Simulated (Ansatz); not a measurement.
The system is Cs.

```
Cs
1.0
     5.41866    0.00000    0.00000
    -1.80622    5.10876    0.00000
    -1.80622   -2.55438    4.42432
Cs
1
Direct
  0.00000 0.00000 0.00000
```

| Property | Result |
| --- | --- |
| Program | Ansatz 0.2.0 |
| Task | relaxation of cell and atoms |
| Functional | PBEsol |
| Potentials or basis | Ansatz PAW |
| Cutoff | 420 eV |
| Density cutoff | 1680 eV |
| k mesh | 6 × 6 × 6 |
| Occupations | gaussian, width 0.025 eV |
| Spin | spin-orbit coupling, no magnetisation |

At the start: volume 122.48 Å³/atom.

Task: Where does the relaxation end?

Result: Over 5 steps the energy falls by 8.6 meV/atom and the volume is 107.92 Å³/atom (-11.9 %); space group Im-3m (No. 229, to 0.05 Å).

The path:
```
step  energy change (eV)  largest force (eV/Å)  volume (Å³)
   1              0.0000                0.0000       122.48
   2             -0.0009                0.0000       121.65
   3             -0.0086                0.0000       107.92
   4             -0.0086                0.0000       107.92
   5             -0.0086                0.0000       107.92
```

Final structure:
```cif
data_structure
_symmetry_space_group_name_H-M 'P 1'
_symmetry_Int_Tables_number 1
_cell_length_a 5.1948
_cell_length_b 5.1948
_cell_length_c 5.1948
_cell_angle_alpha 109.471
_cell_angle_beta 109.471
_cell_angle_gamma 109.471
_cell_volume 107.92
loop_
_atom_site_label
_atom_site_type_symbol
_atom_site_fract_x
_atom_site_fract_y
_atom_site_fract_z
_atom_site_occupancy
Cs1 Cs 0.00000 0.00000 0.00000 1
```
